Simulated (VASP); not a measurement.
BaO:

```xyz
2
Lattice="0.0000 2.7600 2.7600 2.7600 0.0000 2.7600 2.7600 2.7600 0.0000" Properties=species:S:1:pos:R:3 pbc="T T T"
Ba    0.0000    0.0000    0.0000
O     2.7600    2.7600    2.7600
```

The cell was built by a generator and needn't be a form met in nature.

```yaml
Program: VASP 6.6.1
Task: relaxation of cell and atoms
Functional: PBE
Dispersion: D3(BJ)
Potentials_or_basis: VASP PAW PBE potentials, release 64 (Ba_sv, O)
Cutoff: 600 eV
k_mesh: 8 × 8 × 8
Occupations: gaussian, width 0.02 eV
Spin: no spin polarisation
```

At the start: pressure 2.0 GPa; volume 21.02 Å³/atom.

Question: How do energy, volume and symmetry change on relaxing?

Answer: Over 3 steps the energy falls by 3.5 meV/atom and the volume is 21.59 Å³/atom (+2.7 %); space group Fm-3m (No. 225, to 0.05 Å).

The path:
| step | energy change (eV) | largest force (eV/Å) | pressure (GPa) | volume (Å³) |
| --- | --- | --- | --- | --- |
| 1 | 0.0000 | 0.0000 | 2.04 | 42.05 |
| 2 | -0.0057 | 0.0000 | -0.83 | 43.70 |
| 3 | -0.0070 | 0.0000 | 0.00 | 43.18 |

Final structure:
```
Ba O
1.0
     0.00000    2.78458    2.78458
     2.78458    0.00000    2.78458
     2.78458    2.78458    0.00000
Ba O
1 1
Direct
  0.00000 0.00000 0.00000
  0.50000 0.50000 0.50000
```
